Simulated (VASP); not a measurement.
# AlN (Fm-3m) in VASP: Born charges and dielectric tensor with LDA

Aim: the Born charges and dielectric tensor of AlN with LDA.

All numbers are computed with VASP 6.6.1; they aren't measurements. Logs are shortened: lines on timing, memory, paths and dates and some standing lists are left out, and cuts for length are marked.

### Step 1. The crystal as given

The structure is cubic, space group Fm-3m (No. 225). Conventional cell: a = 4.014 Å, b = 4.014 Å, c = 4.014 Å, α = 90.00°, β = 90.00°, γ = 90.00°. Around Al (site symmetry m-3m) lie 6 N at 2.01 Å. N (site symmetry m-3m) has 6 Al at 2.01 Å as nearest neighbours.

Measurements of this composition are mostly on another form, of space group No. 186.

### Step 2. Born charges and dielectric tensor, LDA

INCAR

```
SYSTEM = AlN
  ALGO = Fast
  EDIFF = 1E-8
  ENCUT = 600
  GGA = CA
  IBRION = 8
  ISIF = 2
  ISMEAR = 0
  LASPH = .TRUE.
  LCHARG = .FALSE.
  LEPSILON = .TRUE.
  LREAL = .FALSE.
  LWAVE = .FALSE.
  NELM = 100
  NSW = 1
  PREC = Accurate
  SIGMA = 0.02
```

KPOINTS

```
k-points
0
G
  10 10 10
  0 0 0
```

POSCAR

```
AlN
1.0
    0.0000000000      2.0068500000      2.0068500000
    2.0068500000      0.0000000000      2.0068500000
    2.0068500000      2.0068500000      0.0000000000
Al N
1 1
Direct
    0.5000000000      0.5000000000      0.5000000000
    0.0000000000      0.0000000000      0.0000000000
```

Potentials or basis: VASP PAW LDA potentials, release 64 (Al, N).

On the command line:

```console
cat potpaw_LDA.64/Al/POTCAR potpaw_LDA.64/N/POTCAR > POTCAR
mpirun -np 1 vasp_std > vasp.out
```

OUTCAR:

```text
SYSTEM = AlN
   EDIFF = 1E-8
   ENCUT = 600
   GGA = CA
   IBRION = 8
   ISIF = 2
   ISMEAR = 0
   LASPH = .TRUE.
   LEPSILON = .TRUE.
   LREAL = .FALSE.
   NELM = 100
   NSW = 1
   PREC = Accurate

 ion  position               nearest neighbor table
   1  0.500  0.500  0.500-   2 2.01   2 2.01   2 2.01   2 2.01   2 2.01   2 2.01
   2  0.000  0.000  0.000-   1 2.01   1 2.01   1 2.01   1 2.01   1 2.01   1 2.01

  LATTYP: Found a face centered cubic cell.
 ALAT       =     4.0137000000

  Lattice vectors:

 A1 = (   0.0000000000,   2.0068500000,   2.0068500000)
 A2 = (   2.0068500000,   0.0000000000,   2.0068500000)
 A3 = (   2.0068500000,   2.0068500000,   0.0000000000)

Analysis of symmetry for initial positions (statically):
=====================================================================
 Subroutine PRICEL returns:
 Original cell was already a primitive cell.

 Routine SETGRP: Setting up the symmetry group for a
 face centered cubic supercell.

 Subroutine GETGRP returns: Found 48 space group operations
 (whereof 48 operations were pure point group operations)
 out of a pool of 48 trial point group operations.

The static configuration has the point symmetry O_h .

Analysis of symmetry for dynamics (positions and initial velocities):
=====================================================================
 Subroutine PRICEL returns:
 Original cell was already a primitive cell.

 Routine SETGRP: Setting up the symmetry group for a
 face centered cubic supercell.

 Subroutine GETGRP returns: Found 48 space group operations
 (whereof 48 operations were pure point group operations)
 out of a pool of 48 trial point group operations.

The dynamic configuration has the point symmetry O_h .

 Subroutine INISYM returns: Found 48 space group operations
 (whereof 48 operations are pure point group operations),
 and found     1 'primitive' translations

----------------------------------------------------------------------------------------

                                     Primitive cell

  volume of cell :      16.1650

  direct lattice vectors                    reciprocal lattice vectors
     0.000000000  2.006850000  2.006850000    -0.249146673  0.249146673  0.249146673
     2.006850000  0.000000000  2.006850000     0.249146673 -0.249146673  0.249146673
     2.006850000  2.006850000  0.000000000     0.249146673  0.249146673 -0.249146673

  length of vectors
     2.838114488  2.838114488  2.838114488     0.431534696  0.431534696  0.431534696

  position of ions in fractional coordinates (direct lattice)
     0.500000000  0.500000000  0.500000000
     0.000000000  0.000000000  0.000000000

  ion indices of the primitive-cell ions
   primitive index   ion index
                 1           1
                 2           2

----------------------------------------------------------------------------------------

 KPOINTS: k-points

Automatic generation of k-mesh.
[... 417 lines left out ...]
 ------------------------------------------------------

 Free energy of the ion-electron system (eV)
  ---------------------------------------------------
  ---------------------------------------------------
  free energy    TOTEN  =        -0.19155445 eV

  energy without entropy =       -0.19155445

------------------------ aborting loop because EDIFF is reached ----------------------------------------

--------------------------------------- Ionic step        2  -------------------------------------------

------------------------ aborting loop because EDIFF is reached ----------------------------------------

--------------------------------------- Ionic step        3  -------------------------------------------

------------------------ aborting loop because EDIFF is reached ----------------------------------------

 PIEZOELECTRIC TENSOR FIELD DIRECTION 3  (e Angst)
 -----------------------------------------------------------------------------
     0.00005  0.00000 -0.00000           ( -0.00001  0.00000 -0.00000)
     0.00000  0.00005 -0.00000           (  0.00000 -0.00001  0.00000)
    -0.00000  0.00000 -0.00047           ( -0.00000  0.00000 -0.00002)

 PIEZOELECTRIC TENSOR FIELD DIRECTION 3  (C/m^2)
 -----------------------------------------------------------------------------
     0.00005  0.00000 -0.00000
     0.00000  0.00005 -0.00000
    -0.00000  0.00000 -0.00047

--------------------------------------- Ionic step        4  -------------------------------------------

------------------------ aborting loop because EDIFF is reached ----------------------------------------

[... ionic steps 5 to 6 ...]

--------------------------------------- Ionic step        7  -------------------------------------------

 Free energy of the ion-electron system (eV)
  ---------------------------------------------------
  ---------------------------------------------------
  free energy    TOTEN  =        -0.23337730 eV

  energy without entropy =       -0.23337730

------------------------ aborting loop because EDIFF is reached ----------------------------------------

 INTERNAL STRAIN TENSOR  FOR ION    2  DIRECTION 1   (eV/Angst):
 -----------------------------------------------------------------------------
    -0.02197 -0.00000  0.00000
     0.00000  0.01490  0.00000
     0.00000  0.00000  0.01490

 MACROSCOPIC STATIC DIELECTRIC TENSOR (including local field effects in DFT)
 ------------------------------------------------------
           5.038404     0.000000     0.000000
           0.000000     5.038404    -0.000000
           0.000000    -0.000000     5.038404
 ------------------------------------------------------

 PIEZOELECTRIC TENSOR (including local field effects)  for field in x, y, z        (e  Angst)
          XX          YY          ZZ          XY          YZ          ZX
  --------------------------------------------------------------------------------
  x     0.00000     0.00000     0.00000     0.00000     0.00000     0.00000
  y     0.00000     0.00000     0.00000     0.00000     0.00000     0.00000
  z     0.00000     0.00000     0.00000     0.00000     0.00000     0.00000

 PIEZOELECTRIC TENSOR (including local field effects)  for field in x, y, z        (C/m^2)
          XX          YY          ZZ          XY          YZ          ZX
  --------------------------------------------------------------------------------
  x     0.00000     0.00000     0.00000     0.00000     0.00000     0.00000
  y     0.00000     0.00000     0.00000     0.00000     0.00000     0.00000
  z     0.00000     0.00000     0.00000     0.00000     0.00000     0.00000

 BORN EFFECTIVE CHARGES (including local field effects) (in |e|, cummulative output)
 ---------------------------------------------------------------------------------
 ion    1
    1     2.93835     0.00000    -0.00000
    2    -0.00000     2.93835    -0.00000
    3     0.00000    -0.00000     2.93835
 ion    2
    1    -2.93835    -0.00000     0.00000
    2     0.00000    -2.93835     0.00000
    3    -0.00000     0.00000    -2.93835

 INTERNAL STRAIN TENSOR FOR ION    2 for displacements in x,y,z  (eV/Angst):
          X           Y           Z          XY          YZ          ZX
  --------------------------------------------------------------------------------
  x     0.00000     0.00000     0.00000     0.00000     0.00000     0.00000
  y     0.00000     0.00000     0.00000     0.00000     0.00000     0.00000
  z     0.00000     0.00000     0.00000     0.00000     0.00000     0.00000

 SECOND DERIVATIVES (NOT SYMMETRIZED)
 ------------------------------------
               1X          1Y          1Z          2X          2Y          2Z
  1X    -7.878790    0.000000    0.000000    7.878790    0.000000    0.000000
  1Y     0.000000   -7.878790    0.000000    0.000000    7.878790    0.000000
  1Z     0.000000    0.000000   -7.878790    0.000000    0.000000    7.878790
  2X     7.881390    0.000000    0.000000   -7.881390    0.000000    0.000000
  2Y     0.000000    7.881390    0.000000    0.000000   -7.881390    0.000000
  2Z     0.000000    0.000000    7.881390    0.000000    0.000000   -7.881390

 Eigenvectors and eigenvalues of the dynamical matrix
 ----------------------------------------------------

   1 f  =   14.454920 THz    90.822938 2PiTHz  482.164215 cm-1    59.780717 meV
             X         Y         Z           dx          dy          dz
      2.006850  2.006850  2.006850    -0.584434   -0.000000   -0.000000
      0.000000  0.000000  0.000000     0.811441    0.000000    0.000000
[... 21 lines left out ...]
   6 f/i=    0.001131 THz     0.007105 2PiTHz    0.037721 cm-1     0.004677 meV
             X         Y         Z           dx          dy          dz
      2.006850  2.006850  2.006850     0.048325   -0.810001    0.000000
      0.000000  0.000000  0.000000     0.034806   -0.583397    0.000000

--------------------------------------------------------------------------------------------------------

 MACROSCOPIC STATIC DIELECTRIC TENSOR IONIC CONTRIBUTION
 ------------------------------------------------------
          12.265001    -0.000000    -0.000000
          -0.000000    12.265001    -0.000000
          -0.000000    -0.000000    12.265001
 ------------------------------------------------------

 ELASTIC MODULI CONTR FROM IONIC RELAXATION (kBar)
 Direction    XX          YY          ZZ          XY          YZ          ZX
 --------------------------------------------------------------------------------
 XX           0.0000      0.0000      0.0000      0.0000      0.0000      0.0000
 YY           0.0000      0.0000      0.0000      0.0000      0.0000      0.0000
 ZZ           0.0000      0.0000      0.0000      0.0000      0.0000      0.0000
 XY           0.0000      0.0000      0.0000      0.0000      0.0000      0.0000
 YZ           0.0000      0.0000      0.0000      0.0000      0.0000      0.0000
 ZX           0.0000      0.0000      0.0000      0.0000      0.0000      0.0000
 --------------------------------------------------------------------------------

 PIEZOELECTRIC TENSOR IONIC CONTR  for field in x, y, z        (C/m^2)
          XX          YY          ZZ          XY          YZ          ZX
  --------------------------------------------------------------------------------
  x     0.00000     0.00000     0.00000     0.00000     0.00000     0.00000
  y     0.00000     0.00000     0.00000     0.00000     0.00000     0.00000
  z     0.00000     0.00000     0.00000     0.00000     0.00000     0.00000
```

Run time: 48 s. Hardware: 1 thread of Intel Xeon Platinum 8488C (Sapphire Rapids), shared host; peak memory 0.17 GiB.

What came out:

| Quantity | Value |
| --- | --- |
| Band gap on the k mesh | 4.67 eV, indirect (least direct gap 6.09 eV) |
| Electronic dielectric tensor (diagonal) | 5.04 |
| Born charges (mean of the diagonal) | Al +2.94; N -2.94 e |
| Highest phonon frequency at Γ, LO-TO splitting left out | 482 cm⁻¹ |

Levels at points of the mesh, in eV from the valence-band top:
```csv
k point,band 1,band 2,band 3,band 4,band 5,band 6,band 7,band 8
"(0.00, 0.00, 0.00)",-17.61,0.00,0.00,0.00,6.09,12.09,12.09,12.09
"(0.50, 0.00, 0.00)",-14.18,-8.49,-1.12,-1.12,6.27,10.98,10.98,13.45
"(0.50, 0.50, 0.00)",-13.14,-7.56,-2.87,-2.87,4.67,5.16,14.16,17.33
```

Phonon frequencies in cm⁻¹ (negative: imaginary):
| q point | frequencies |
| --- | --- |
| (0.000, 0.000, 0.000) | 0 0 0 482 482 482 |

Electronic dielectric tensor:
```
5.04 0.00 0.00
0.00 5.04 0.00
0.00 0.00 5.04
```

Born effective charge tensors (e):
atom 1, Al
```
2.94 0.00 0.00
0.00 2.94 0.00
0.00 0.00 2.94
```
atom 2, N
```
-2.94  0.00  0.00
 0.00 -2.94  0.00
 0.00  0.00 -2.94
```

A k mesh can miss the band edges. A hybrid or GW would open this gap; LDA tends to underestimate it.
